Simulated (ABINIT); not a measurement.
The system is PbO (Litharge).

```
CELL_PARAMETERS angstrom
3.99000 0.00000 0.00000
0.00000 3.99000 0.00000
0.00000 0.00000 5.01000
ATOMIC_POSITIONS crystal
Pb 0.50000 0.00000 0.76000
Pb 0.00000 0.50000 0.24000
O 0.50000 0.50000 0.00000
O 0.00000 0.00000 0.00000
```

| Quantity | Value |
| --- | --- |
| Program | ABINIT 10.8.3 (patched build) |
| Task | relaxation of cell and atoms |
| Functional | LDA |
| Potentials or basis | PseudoDojo NC SR LDA v0.4.1 standard |
| Cutoff | 1143 eV |
| k mesh | 5 × 5 × 4 |
| Occupations | fermi-dirac, width 0.05 eV |
| Spin | no spin polarisation |

At the start: pressure -3.2 GPa; volume 19.94 Å³/atom.

Problem. Where does the relaxation end?

Solution. Over 15 steps the energy falls by 8.2 meV/atom and the volume is 19.05 Å³/atom (-4.5 %); space group P4/nmm (No. 129, to 0.05 Å).

Step by step:
```
step  energy change (eV)  largest force (eV/Å)  pressure (GPa)  volume (Å³)
   1              0.0000                0.5508           -3.23        79.76
   2             -0.0182                0.3337           -2.15        78.97
   3             -0.0307                0.0753           -0.03        77.53
   4             -0.0308                0.0541           -0.12        77.56
   5             -0.0311                0.0192           -0.22        77.52
   6             -0.0314                0.0182           -0.26        77.31
   7             -0.0318                0.0326           -0.16        77.00
   8             -0.0319                0.0221           -0.02        76.76
   9             -0.0320                0.0056            0.09        76.62
  10             -0.0322                0.0154            0.20        76.45
  11             -0.0325                0.0340            0.26        76.25
  12             -0.0327                0.0325            0.20        76.13
  13             -0.0328                0.0140            0.07        76.15
  14             -0.0329                0.0021            0.01        76.19
  15             -0.0329                0.0000            0.00        76.20
```

Final structure:
```yaml
crystal:
  lattice:
    - [3.95543, 0.00000, 0.00000]
    - [0.00000, 3.95543, 0.00000]
    - [0.00000, 0.00000, 4.87054]
  atoms:
    - { symbol: Pb, position: [0.50000, 0.00000, 0.75836] }
    - { symbol: Pb, position: [0.00000, 0.50000, 0.24164] }
    - { symbol: O, position: [0.50000, 0.50000, 0.00000] }
    - { symbol: O, position: [0.00000, 0.00000, 0.00000] }
```
